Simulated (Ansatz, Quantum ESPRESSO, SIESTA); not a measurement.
Al2O3: 4 runs at one level of theory

```
CELL_PARAMETERS angstrom
3.01748 0.00000 0.00000
-1.50874 2.61322 0.00000
0.00000 0.00000 7.57464
ATOMIC_POSITIONS crystal
Al 0.00000 0.00000 0.72205
Al 0.00000 0.00000 0.27795
O 0.00000 0.00000 0.50000
O 0.66667 0.33333 0.80055
O 0.33333 0.66667 0.19945
```

Measurements of this composition are mostly on another form, of space group No. 167.

Alike in all runs: task band structure; functional PBEsol; k mesh 10 × 10 × 4; occupations fermi-dirac, width 0.05 eV; no spin polarisation; no spin-orbit coupling. Pressure is positive in compression and, in plane waves, holds the error of the finite cutoff, which Ansatz's Pulay term estimates and takes out. Gaps are the smaller of the mesh's and the band path's.

| program and potentials | plane-wave cutoff (eV) | notes | band gap (eV) | pressure (GPa) | largest force (eV/Å) |
| --- | --- | --- | --- | --- | --- |
| Ansatz, Ansatz PAW | 420 | potentials made for PBE, which Ansatz adapts in part | ? | ? | ? |
| SIESTA, files PseudoDojo sr-pbesol-0.4.1-standard, DZP (energy shift 0.003 Ry) | - | atomic basis | 2.10 | -2.15 | 0.209 |
| Quantum ESPRESSO, GBRV 1.5 PBEsol | 612 | - | 2.22 | -3.18 | 0.160 |
| Ansatz, all-electron LAPW, scalar-relativistic | - | - | 2.24 | -3.71 | 0.205 |

Task: Estimate from the other rows what the run with Ansatz, Ansatz PAW gave.

Result: Band gap 2.20 eV; pressure -3.73 GPa; largest force 0.185 eV/Å. Its pressure holds a Pulay term of +0.65 GPa. The other rows, which needn't bracket it: band gap 2.10 to 2.24; pressure -3.71 to -2.15; largest force 0.160 to 0.209.
